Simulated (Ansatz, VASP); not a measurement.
Nb: VASP beside Ansatz

```
Nb
1.0
     0.00000    2.11500    2.11500
     2.11500    0.00000    2.11500
     2.11500    2.11500    0.00000
Nb
1
Direct
  0.00000 0.00000 0.00000
```

This isn't the form of Nb at room conditions, which is bcc.

Alike in both runs: task relaxation of cell and atoms; functional RPBE; dispersion D4; k mesh 11 × 11 × 11; occupations fermi-dirac, width 0.05 eV; no spin polarisation.

```csv
,VASP,Ansatz
version,VASP 6.6.1,Ansatz 0.2.0
potentials or method,"VASP PAW PBE potentials, release 64 (Nb_sv)",Ansatz PAW
plane-wave cutoff (eV),600,420
valence electrons in the cell,13,13
```

|  | VASP | Ansatz | Ansatz less VASP |
| --- | --- | --- | --- |
| gap on the k mesh at the Fermi level, each at its own relaxed structure (eV) | none | none | - |
| relaxed volume (Å³/atom) | 18.45 | 18.48 | +0.033 |
| relaxed cell length with the largest relative difference (Å) | 2.966 | 2.968 | +0.0018 |
| energy change over the relaxation (meV/atom) | -6 | -5 | +1.0 |

A gap of «none» marks a metal or a gap that the smearing closes.

Caveats: pairwise dispersion overbinds metals, which lowers pressure and volume; the PAW data sets were made with another functional, which shifts forces and pressure a little (VASP); the plane-wave basis is chosen anew once the cell has moved, so the energies of steps on either side of that aren't comparable (Ansatz); the PAW data sets come from PBE, with cores solved anew for the run's functional, which leaves a small shift of forces and pressure (Ansatz).
